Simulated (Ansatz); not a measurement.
ZnS under changes of volume

One of the cells (19.727 Å³/atom); the others are scaled copies at fixed shape and fractional positions:

```xyz
2
Lattice="0.0000 2.7020 2.7020 2.7020 0.0000 2.7020 2.7020 2.7020 0.0000" Properties=species:S:1:pos:R:3 pbc="T T T"
Zn    4.0530    4.0530    4.0530
S     0.0000    0.0000    0.0000
```

- Program: Ansatz 0.2.0
- Functional: r2SCANh
- Potentials or basis: Ansatz PAW
- Cutoff: 500 eV (not typed: the program's choice for these potentials)
- k mesh: 5 × 5 × 5
- Occupations: fermi-dirac, width 0.05 eV
- Spin: no spin polarisation

```tsv
volume (Å³/atom)	energy over the lowest point (meV/atom)	pressure (GPa)	gap on the mesh (eV)
18.543	15.39	5.0	3.64
18.938	5.69	2.9	3.53
19.332	0.72	1.1	3.43
19.727	0.00	-0.5	3.34
20.121	3.07	-2.0	3.24
20.516	?	?	?
20.910	19.20	-4.5	3.06
```

Q: What does the run at 20.516 Å³/atom give?

A: Energy over the lowest point 9.60 meV/atom; pressure -3.3 GPa; gap on the mesh 3.15 eV.

Worked out: A Birch-Murnaghan fit of order 3 (a polynomial in V^(-2/3)) to the other rows has its minimum at 19.60 Å³/atom with B0 = V·E''(V) = 80 GPa and B' = 4.2. It gives 9.60 meV/atom at 20.516 Å³/atom, against the run's 9.60, and -dE/dV = -3.3 GPa, against -3.3. A straight line through the other rows of the gap, of slope -4.8 eV per unit of ln V (its deformation potential), gives 3.15 eV, against the run's 3.15.

Energies are extrapolated to zero smearing.

Caveats: odd divisions of the mesh miss points on the zone boundary, where band edges often lie, so the gap on the mesh can be too wide; the PAW data sets come from PBE, with cores solved anew for the run's functional, which leaves a small shift of forces and pressure; the thresholds are loose for stress.
